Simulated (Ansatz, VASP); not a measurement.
This is a calculation of Au (Gold) for VASP 6.6.1. 

The input INCAR:

```
SYSTEM = Au
ALGO = Normal
EDIFF = 1E-6
EDIFFG = -0.02
ENCUT = 600
GGA = RP
IBRION = 2
ISIF = 3
ISMEAR = -1
IVDW = 12
LASPH = .True.
LCHARG = .False.
LREAL = .False.
LWAVE = .False.
NELM = 60
NSW = 60
PREC = Accurate
SIGMA = 0.05
```

Contents of KPOINTS:

```
k-points
0
Gamma
  11 11 11
  0 0 0
```

POSCAR

```
Au
1.0
    0.0000000000      2.0350000000      2.0350000000
    2.0350000000      0.0000000000      2.0350000000
    2.0350000000      2.0350000000      0.0000000000
Au
1
Direct
    0.0000000000      0.0000000000      0.0000000000
```

Potentials or basis: VASP PAW PBE potentials, release 64 (Au).

Run with:

```console
$ cat potpaw_PBE.64/Au/POTCAR > POTCAR
$ mpirun -np 1 vasp_std > vasp.out
```

**Question.** Set up the same calculation for Ansatz 0.2.0. Potentials or basis there: Ansatz PAW, cutoff 420 eV.

**Answer.** As run (cutoffs and basis follow the program's own potentials, and thresholds, step limits or extra output files can differ):

Contents of input.yaml:

```yaml
crystal:
  lattice:
    - [0.0, 2.035, 2.035]
    - [2.035, 0.0, 2.035]
    - [2.035, 2.035, 0.0]
  atoms:
    - { symbol: Au, position: [0.0, 0.0, 0.0] }
hamiltonian:
  xc: rpbe
  pseudopotentials: { kind: paw }
  dispersion: d3bj
kpoints:
  mp_grid: { grid: [11, 11, 11] }
scf:
  occupations: { method: fermi_dirac, width: 0.05 }
output:
  forces: true
  stress: true
  write_density: true
  write_potential: true
  elf: true
  volumetric_format: npy
relax:
  f_tol: 0.01
  max_steps: 40
  cell: { stress_tol: 0.05 }
```

Potentials or basis: Ansatz PAW.

Run with:

```sh
$ ansatz run input.yaml --threads 2 --pin off --max-ram 5120MiB --backend cpu --events-out ev --progress --plain --runs-dir out
```

Both were run:

|  | VASP | Ansatz |
| --- | --- | --- |
| Relaxed volume | 14.96 Å³/atom | 14.98 Å³/atom |
| Relaxed cell | a = 2.766 Å, b = 2.766 Å, c = 2.766 Å, α = 60.00°, β = 60.00°, γ = 60.00° | a = 2.767 Å, b = 2.767 Å, c = 2.767 Å, α = 60.00°, β = 60.00°, γ = 60.00° |
| Space group after relaxing | Fm-3m (No. 225) | Fm-3m (No. 225) |
| Pressure after relaxing | 0.0 GPa | 0.0 GPa |

Ansatz's pressure holds a Pulay term of +0.09 GPa for its cutoff of 420 eV, which the other run lacks.

The potentials hold 11 and 19 valence electrons a cell.

VASP's potentials were made for PBE. Ansatz's potentials were made for PBE.

Where Ansatz's input types no cutoff or centring, it takes its own default and a Γ-centred mesh.

Pressure is positive in compression.
